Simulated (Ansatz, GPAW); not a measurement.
# Geometry or basis: what sets the conductance of a Na chain with a C atom bridging one bond, part 2 of 3

How well does a Na chain with a C atom bridging one bond conduct once its atoms have relaxed, and how much do cheaper levels lose?

GPAW 26.7.0 and Ansatz 0.2.0; Ansatz plane waves; relaxation of the junction with the lead ends held; PAW set soft_1 (the session's first sound run).

So far, transmission at the Fermi level (one spin): step 3 (plane waves, PBE) 0.369. Also open channels of the lead at the Fermi level (one spin): step 3 1.

### Step 4. GPAW, dzp

The script solves lead and junction separately, takes H and S in the orbital basis, and joins semi-infinite leads through their self-energies; the dzp basis is the working standard.

This step: GPAW LCAO, PAW setups; Landauer transmission from Green's functions with principal layers (ASE), zero bias (GPAW 26.7.0).

The input, run.py:

```python
import json
import numpy as np
from ase import Atoms
from ase.transport.calculators import TransportCalculator
from gpaw import GPAW, FermiDirac
from gpaw.lcao.tools import get_lcao_hamiltonian
from scipy.linalg import eigh

# The junction with lead layers at both ends, along the third cell vector
device = Atoms(
    ['Na', 'Na', 'Na', 'Na', 'Na', 'Na', 'Na', 'C', 'Na', 'Na', 'Na', 'Na', 'Na', 'Na', 'Na'],
    positions=[
        [4.50000, 4.50000, 1.65000],
        [4.50000, 4.50000, 4.95000],
        [4.50000, 4.50000, 8.25000],
        [4.50000, 4.50000, 11.55000],
        [4.50000, 4.50000, 14.85000],
        [4.63949, 4.23830, 19.29251],
        [2.68857, 6.28511, 21.65342],
        [4.31263, 4.56707, 21.60334],
        [4.67520, 4.19043, 23.90845],
        [4.47056, 4.45042, 27.97959],
        [4.50000, 4.50000, 31.55000],
        [4.50000, 4.50000, 34.85000],
        [4.50000, 4.50000, 38.15000],
        [4.50000, 4.50000, 41.45000],
        [4.50000, 4.50000, 44.75000]],
    cell=[[9.0, 0.0, 0.0], [0.0, 9.0, 0.0], [0.0, 0.0, 46.4]],
    pbc=True)

# One principal layer of the lead: the first 4 atoms of the device
lead = Atoms(
    ['Na', 'Na', 'Na', 'Na'],
    positions=[
        [4.50000, 4.50000, 1.65000],
        [4.50000, 4.50000, 4.95000],
        [4.50000, 4.50000, 8.25000],
        [4.50000, 4.50000, 11.55000]],
    cell=[[9.0, 0.0, 0.0], [0.0, 9.0, 0.0], [0.0, 0.0, 13.2]],
    pbc=True)

settings = dict(mode='lcao', basis='dzp', xc='PBE', h=0.2,
                occupations=FermiDirac(0.1), maxiter=250,
                mixer=dict(beta=0.1, nmaxold=8, weight=100.0),
                convergence=dict(density=0.0001))
energies = np.arange(-2, 2 + 1e-9, 0.025)
eta = 0.0001
n1, n2 = 1, 1
# k and -k transmit alike, so half of the mesh across the current serves
mesh = [(i, j) for i in range(n1) for j in range(n2) if (i, j) <= (-i % n1, -j % n2)]
weights = np.array([1 if (i, j) == (-i % n1, -j % n2) else 2 for i, j in mesh]) / (n1 * n2)

# [... helper functions left out ...]
fermi_lead = ground_state(lead, (1, 1, 9), 'lead.txt')
fermi_device = ground_state(device, (1, 1, 2), 'device.txt')
# [... loop over the mesh left out, but for ...]
        # Shift the lead onto the potential of the device's first layer
        shift = ((H[:, 0, 0] - H0[:, 0, 0]) / S0[0, 0]).real.mean()
# [...]
kT = 8.617333e-5 * 300
bias = [0.1, 0.2, 0.5, 1.0, 1.5, 2.0]
# [... integrals and printing left out ...]
```

On the command line:

```sh
$ OMP_NUM_THREADS=1 OPENBLAS_NUM_THREADS=1 python run.py
```

Wall time 2.4 min (1 thread of Arm Neoverse V1, shared host); peak memory 1.6 GiB.

This step gave:

```
conductance                                    : 0.3651 G₀
thermopower                                    : -7.257 μV/K
largest coupling past the next principal layer : 4.16e-12 eV
largest misfit of the first principal layer    : 0.03747 eV
shift that aligns the lead                     : -5.91e-4 eV
basis functions of the junction                : 251
basis functions of a principal layer           : 68
transmission at the Fermi level (one spin)     : 0.3658
```

One spin. Table of transmission, zone mean by energy, zero at the Fermi level:

| energy (eV) | transmission, zone mean |
| --- | --- |
| -2.000 | 1.2e-10 |
| -1.900 | 1.2e-10 |
| -1.800 | 1.2e-10 |
| -1.700 | 1.2e-10 |
| -1.600 | 1.1e-10 |
| -1.500 | 1.1e-10 |
| -1.400 | 1.1e-10 |
| -1.300 | 1.1e-10 |
| -1.200 | 1.0e-10 |
| -1.100 | 9.1e-11 |
| -1.000 | 5.3e-11 |
| -0.900 | 5.3e-10 |
| -0.825 | 0.175 |
| -0.800 | 0.0760 |
| -0.700 | 0.658 |
| -0.675 | 0.988 |
| -0.600 | 0.419 |
| -0.500 | 0.252 |
| -0.400 | 0.251 |
| -0.300 | 0.315 |
| -0.250 | 0.717 |
| -0.200 | 0.242 |
| -0.100 | 0.326 |
| 0.000 | 0.366 |
| 0.100 | 0.398 |
| 0.200 | 0.439 |
| 0.300 | 0.503 |
| 0.400 | 0.596 |
| 0.500 | 0.710 |
| 0.600 | 0.820 |
| 0.700 | 0.900 |
| 0.800 | 0.945 |
| 0.900 | 0.970 |
| 1.000 | 0.986 |
| 1.100 | 0.994 |
| 1.200 | 0.970 |
| 1.300 | 0.837 |
| 1.400 | 0.537 |
| 1.500 | 0.232 |
| 1.600 | 0.0755 |
| 1.700 | 0.0196 |
| 1.800 | 0.0153 |
| 1.900 | 0.0402 |
| 2.000 | 0.0888 |

Crossings of the lead's bands, unfolded to its shortest repeat. Open channels, zone mean against energy, zero at the Fermi level:

```
energy (eV)  open channels, zone mean
     -0.900                         0
     -0.800                         1
     -0.700                         1
     -0.600                         1
     -0.500                         1
     -0.400                         1
     -0.300                         1
     -0.200                         1
     -0.100                         1
      0.000                         1
      0.100                         1
      0.200                         1
      0.300                         1
      0.400                         1
      0.500                         1
      0.600                         1
      0.700                         1
      0.800                         1
      0.900                         1
      1.000                         1
      1.100                         1
      1.200                         1
      1.300                         1
      1.400                         1
      1.500                         1
      1.600                         1
      1.700                         1
      1.800                         3
      1.900                         3
      2.000                         3
```

Not self-consistent under bias; the bias window is split evenly. The current through one cell, from the zero-bias transmission by bias:

```
bias (V)  current through one cell, from the zero-bias transmission (μA)
   0.100                                                            2.83
   0.200                                                            5.64
   0.500                                                            14.2
   1.000                                                            31.0
   1.500                                                            55.9
   2.000                                                            75.6
```

The transmission of the three most open eigenchannels by energy, zero at the Fermi level:

```csv
energy (eV),channel 1,channel 2,channel 3
-0.900,5.3e-10,1.2e-12,0
-0.800,0.0760,1.7e-9,0
-0.700,0.658,2.0e-12,0
-0.600,0.419,4.2e-11,0
-0.500,0.252,6.1e-11,0
-0.400,0.251,6.8e-11,0
-0.300,0.315,7.0e-11,0
-0.200,0.242,7.5e-11,1.3e-12
-0.100,0.326,7.2e-11,0
0.000,0.366,7.1e-11,0
0.100,0.398,6.9e-11,0
0.200,0.439,6.7e-11,0
0.300,0.503,6.5e-11,0
0.400,0.596,6.2e-11,0
0.500,0.710,5.9e-11,0
0.600,0.820,5.6e-11,0
0.700,0.900,5.3e-11,0
0.800,0.945,5.0e-11,0
0.900,0.970,4.6e-11,0
1.000,0.986,4.3e-11,0
1.100,0.994,3.9e-11,0
1.200,0.970,3.5e-11,0
1.300,0.837,3.2e-11,0
1.400,0.537,2.8e-11,0
1.500,0.232,2.4e-11,0
1.600,0.0755,2.1e-11,0
1.700,0.0196,1.7e-11,0
1.800,0.0150,2.2e-4,1.3e-4
1.900,0.0379,0.00128,0.00100
2.000,0.0837,0.00332,0.00179
```

At the Fermi level T is 0.366 against 0.369 in plane waves. Couplings past the next layer reach 4.2e-12 eV, small enough to drop; the matrix elements of the cell's first layer differ from the bulk lead's by up to 0.037 eV. That layer keeps its own values in the calculation, and only beyond it is the lead taken as perfect. The Fermi levels of lead and junction count from different zeros of potential, one for each periodic cell; with both set to zero, the small remaining shift is what aligns them. By hand: G = 0.3651 × 77.48 μS = 28.3 μS, a resistance of 35.3 kΩ; at 0.1 V a linear junction would pass 2.83 μA, and the integral over the bias window gives 2.83 μA. Mott's formula, S = -(π²/3)(k_B²T/e) d ln T/dE, has the prefactor 7.33 μV/K·eV at 300 K; T = 0.3572 at -0.025 eV and 0.3740 at 0.025 eV give a slope of 0.920 per eV and S = -6.74 μV/K, beside -7.26 μV/K from the thermal integral, which interpolates the same grid.

### Step 5. GPAW, szp: basis = "szp(dzp)"

One radial function a shell plus polarisation makes the matrices smaller; the question is what that costs.

Edit run.py of step 4 so:

```diff
@@ -41,3 +41,3 @@
 
-settings = dict(mode='lcao', basis='dzp', xc='PBE', h=0.2,
+settings = dict(mode='lcao', basis='szp(dzp)', xc='PBE', h=0.2,
                 occupations=FermiDirac(0.1), maxiter=250,
```

It took 1.7 min on 1 thread; peak memory 1.6 GiB.

Numbers from this step:

```yaml
conductance: 0.3551 G₀
thermopower: -6.554 μV/K
largest_coupling_past_the_next_principal_layer: 4.06e-12 eV
largest_misfit_of_the_first_principal_layer: 0.03608 eV
shift_that_aligns_the_lead: 1.34e-4 eV
basis_functions_of_the_junction: 149
basis_functions_of_a_principal_layer: 40
transmission_at_the_fermi_level_one_spin: 0.3556
```

One spin. Transmission, zone mean against energy, zero at the Fermi level:

```
energy (eV)  transmission, zone mean
     -2.000                  2.0e-10
     -1.900                  2.0e-10
     -1.800                  1.9e-10
     -1.700                  1.9e-10
     -1.600                  1.9e-10
     -1.500                  1.9e-10
     -1.400                  1.8e-10
     -1.300                  1.8e-10
     -1.200                  1.8e-10
     -1.100                  1.8e-10
     -1.000                  1.9e-10
     -0.900                  1.9e-10
     -0.800                   0.0281
     -0.700                    0.923
     -0.600                    0.235
     -0.500                    0.184
     -0.400                    0.202
     -0.300                    0.260
     -0.275                    0.307
     -0.200                    0.267
     -0.100                    0.321
      0.000                    0.356
      0.100                    0.384
      0.200                    0.423
      0.300                    0.485
      0.400                    0.575
      0.500                    0.686
      0.600                    0.795
      0.700                    0.877
      0.800                    0.927
      0.900                    0.956
      1.000                    0.977
      1.100                    0.993
      1.150                    0.997
      1.200                    0.989
      1.300                    0.885
      1.400                    0.582
      1.500                    0.244
      1.600                   0.0749
      1.700                   0.0190
      1.800                   0.0133
      1.900                   0.0379
      2.000                   0.0929
```

The conductance, 0.355 G₀, lies 2.8 % below that of the dzp run.

### Step 6. Minimal basis

One function for each valence shell of the setup, as for a first survey of a large system.

Edit run.py of step 5 so:

```diff
@@ -41,3 +41,3 @@
 
-settings = dict(mode='lcao', basis='szp(dzp)', xc='PBE', h=0.2,
+settings = dict(mode='lcao', basis='sz(dzp)', xc='PBE', h=0.2,
                 occupations=FermiDirac(0.1), maxiter=250,
```

Wall time 78 s (1 thread); peak memory 1.5 GiB.

Numbers from this step:

- conductance: 0.3510 G₀
- thermopower: -6.617 μV/K
- largest coupling past the next principal layer: 4.26e-12 eV
- largest misfit of the first principal layer: 0.04996 eV
- shift that aligns the lead: -0.001139 eV
- basis functions of the junction: 102
- basis functions of a principal layer: 28
- transmission at the Fermi level (one spin): 0.3516

One spin. Table of transmission, zone mean by energy, zero at the Fermi level:

```
energy (eV)  transmission, zone mean
     -2.000                        0
     -1.900                        0
     -1.800                        0
     -1.700                        0
     -1.600                        0
     -1.500                        0
     -1.400                        0
     -1.300                        0
     -1.200                        0
     -1.100                        0
     -1.000                        0
     -0.900                  2.6e-12
     -0.800                   0.0366
     -0.725                    0.963
     -0.700                    0.730
     -0.600                    0.205
     -0.500                    0.172
     -0.400                    0.195
     -0.300                    0.253
     -0.275                    0.289
     -0.200                    0.259
     -0.100                    0.317
      0.000                    0.352
      0.100                    0.379
      0.200                    0.415
      0.300                    0.472
      0.400                    0.555
      0.500                    0.659
      0.600                    0.764
      0.700                    0.847
      0.800                    0.901
      0.900                    0.934
      1.000                    0.959
      1.100                    0.984
      1.175                    0.997
      1.200                    0.997
      1.300                    0.928
      1.400                    0.653
      1.500                    0.295
      1.600                   0.0969
      1.700                   0.0267
      1.800                   0.0234
      1.900                   0.0571
      2.000                    0.136
```

The conductance, 0.351 G₀, lies 3.9 % below that of the dzp run.

### Step 7. RPBE in the dzp basis: xc = "RPBE"

Back in the dzp basis, the functional changes from PBE to RPBE, to set the spread between functionals beside that between bases.

Edit run.py of step 6 so:

```diff
@@ -41,3 +41,3 @@
 
-settings = dict(mode='lcao', basis='sz(dzp)', xc='PBE', h=0.2,
+settings = dict(mode='lcao', basis='dzp', xc='RPBE', h=0.2,
                 occupations=FermiDirac(0.1), maxiter=250,
```

Run time: 2.2 min. Hardware: 1 thread; peak memory 1.6 GiB.

Numbers from this step:

| Quantity | Value |
| --- | --- |
| conductance | 0.3806 G₀ |
| thermopower | -7.438 μV/K |
| largest coupling past the next principal layer | 2.11e-11 eV |
| largest misfit of the first principal layer | 0.03872 eV |
| shift that aligns the lead | -2.79e-4 eV |
| basis functions of the junction | 251 |
| basis functions of a principal layer | 68 |
| transmission at the Fermi level (one spin) | 0.3813 |

The conductance, 0.381 G₀, lies 4.2 % above that of the dzp run.

### Step 8. Without the relaxation: geometry = "as built"

The dzp basis with PBE on the structure as first built shows what the relaxation was worth.

Edit run.py of step 7 so:

```diff
@@ -17,7 +17,7 @@
         [4.50000, 4.50000, 14.85000],
-        [4.63949, 4.23830, 19.29251],
-        [2.68857, 6.28511, 21.65342],
-        [4.31263, 4.56707, 21.60334],
-        [4.67520, 4.19043, 23.90845],
-        [4.47056, 4.45042, 27.97959],
+        [4.50000, 4.50000, 18.15000],
+        [4.50000, 4.50000, 21.45000],
+        [5.73899, 4.50000, 23.20000],
+        [4.50000, 4.50000, 24.95000],
+        [4.50000, 4.50000, 28.25000],
         [4.50000, 4.50000, 31.55000],
@@ -41,3 +41,3 @@
 
-settings = dict(mode='lcao', basis='dzp', xc='RPBE', h=0.2,
+settings = dict(mode='lcao', basis='dzp', xc='PBE', h=0.2,
                 occupations=FermiDirac(0.1), maxiter=250,
```

Run time: 1.9 min. Hardware: 1 thread; peak memory 1.6 GiB.

Numbers from this step:

```
conductance                                    : 0.08077 G₀
largest coupling past the next principal layer : 4.16e-12 eV
largest misfit of the first principal layer    : 0.008545 eV
shift that aligns the lead                     : 1.39e-4 eV
transmission at the Fermi level (one spin)     : 0.05013
```

One spin. Table of transmission, zone mean by energy, zero at the Fermi level:

```csv
energy (eV),"transmission, zone mean"
-2.000,5.5e-10
-1.900,5.4e-10
-1.800,5.4e-10
-1.700,5.3e-10
-1.600,5.3e-10
-1.500,5.2e-10
-1.400,5.1e-10
-1.300,4.9e-10
-1.200,4.6e-10
-1.100,4.1e-10
-1.000,2.8e-10
-0.900,3.0e-9
-0.825,0.622
-0.800,0.261
-0.700,0.239
-0.600,0.435
-0.500,0.687
-0.400,0.874
-0.300,0.940
-0.275,0.940
-0.200,0.880
-0.100,0.300
0.000,0.0501
0.100,0.205
0.200,0.250
0.300,0.256
0.400,0.255
0.500,0.256
0.600,0.261
0.700,0.268
0.800,0.277
0.900,0.287
1.000,0.299
1.100,0.313
1.200,0.329
1.300,0.345
1.400,0.360
1.500,0.371
1.600,0.376
1.700,0.370
1.800,0.341
1.900,0.312
2.000,0.261
```

The conductance, 0.0808 G₀, lies 78 % below that of the dzp run.

### Step 9. Cost and result by level

Times are wall times on the hardware named with each run. Results by setting:

```
no.       run  conductance (G₀)     time  memory (GiB)
  1    pw PBE            0.3683  2.2 min           3.3
  2       dzp            0.3651  2.4 min           1.6
  3       szp            0.3551  1.7 min           1.6
  4        sz            0.3510     78 s           1.5
  5  dzp RPBE            0.3806  2.2 min           1.6
  6   asbuilt           0.08077  1.9 min           1.6
```

### Step 10. The levels side by side

The curves are compared point by point over the common energies.

This step: comparison of transmission and cost over codes, levels and geometry; PAW set soft_1 (GPAW 26.7.0).

Ladder, by row:

```
    step    code  T at the Fermi level (sum over the listed spins)  conductance (G0)  r.m.s. T(E) from the first  wall time (s)  peak memory (GiB)  threads
  pw-pbe  Ansatz                                            0.3692            0.3683                           0          134.7              3.307        4
     dzp    GPAW                                            0.3658            0.3651                     0.07303          143.1               1.62        1
     szp    GPAW                                            0.3556            0.3551                      0.1183            104               1.55        1
      sz    GPAW                                            0.3516             0.351                      0.1311          77.62               1.47        1
dzp-RPBE    GPAW                                            0.3813            0.3806                     0.08289          130.4               1.62        1
 asbuilt    GPAW                                           0.05013           0.08077                      0.3854          112.1               1.62        1
```

Table of transmission, zone mean, sum over the listed spins by energy, zero at the Fermi level:

| energy (eV) | pw-pbe | dzp | szp | sz | dzp-RPBE | asbuilt |
| --- | --- | --- | --- | --- | --- | --- |
| -2.000 | 0 | 1.2e-10 | 2.0e-10 | 2.1e-14 | 1.2e-10 | 5.5e-10 |
| -1.800 | 0 | 1.2e-10 | 1.9e-10 | 2.0e-14 | 1.1e-10 | 5.4e-10 |
| -1.600 | 0 | 1.1e-10 | 1.9e-10 | 1.9e-14 | 1.1e-10 | 5.3e-10 |
| -1.400 | 0 | 1.1e-10 | 1.8e-10 | 1.8e-14 | 1.1e-10 | 5.1e-10 |
| -1.200 | 0 | 1.0e-10 | 1.8e-10 | 1.7e-14 | 9.6e-11 | 4.6e-10 |
| -1.000 | 0 | 5.3e-11 | 1.9e-10 | 1.8e-14 | 4.5e-11 | 2.8e-10 |
| -0.800 | 0.0131 | 0.0760 | 0.0281 | 0.0366 | 0.0853 | 0.261 |
| -0.725 | 0.122 | 0.298 | 0.762 | 0.963 | 0.212 | 0.211 |
| -0.700 | 0.274 | 0.658 | 0.923 | 0.730 | 0.451 | 0.239 |
| -0.675 | 0.598 | 0.988 | 0.575 | 0.436 | 0.857 | 0.277 |
| -0.650 | 0.953 | 0.808 | 0.378 | 0.303 | 0.962 | 0.324 |
| -0.600 | 0.689 | 0.419 | 0.235 | 0.205 | 0.530 | 0.435 |
| -0.400 | 0.288 | 0.251 | 0.202 | 0.195 | 0.275 | 0.874 |
| -0.250 | 0.403 | 0.717 | 0.140 | 0.133 | 0.741 | 0.933 |
| -0.200 | 0.243 | 0.242 | 0.267 | 0.259 | 0.248 | 0.880 |
| 0.000 | 0.369 | 0.366 | 0.356 | 0.352 | 0.381 | 0.0501 |
| 0.200 | 0.437 | 0.439 | 0.423 | 0.415 | 0.463 | 0.250 |
| 0.400 | 0.608 | 0.596 | 0.575 | 0.555 | 0.632 | 0.255 |
| 0.600 | 0.854 | 0.820 | 0.795 | 0.764 | 0.851 | 0.261 |
| 0.800 | 0.976 | 0.945 | 0.927 | 0.901 | 0.959 | 0.277 |
| 0.975 | 0.993 | 0.982 | 0.972 | 0.953 | 0.990 | 0.296 |
| 1.000 | 0.993 | 0.986 | 0.977 | 0.959 | 0.992 | 0.299 |
| 1.100 | 0.987 | 0.994 | 0.993 | 0.984 | 0.984 | 0.313 |
| 1.150 | 0.976 | 0.989 | 0.997 | 0.994 | 0.958 | 0.321 |
| 1.175 | 0.967 | 0.982 | 0.995 | 0.997 | 0.934 | 0.325 |
| 1.200 | 0.955 | 0.970 | 0.989 | 0.997 | 0.902 | 0.329 |
| 1.400 | 0.617 | 0.537 | 0.582 | 0.653 | 0.347 | 0.360 |
| 1.600 | 0.119 | 0.0755 | 0.0749 | 0.0969 | 0.0430 | 0.376 |
| 1.800 | 0.0161 | 0.0153 | 0.0133 | 0.0234 | 0.0195 | 0.341 |
| 2.000 | 0.0775 | 0.0888 | 0.0929 | 0.136 | 0.0968 | 0.261 |

(Part 2 of 3 ends here.)

[Logs are printed without paths, hosts, clocks, repeated set-up lines and the standing remarks that a program may print on its own settings, such as how far it seeks lower states.]

[Hosts, paths, dates, database ids (printed as entryN), source tags and the programs' standing remarks are cut or masked in the printed files.]
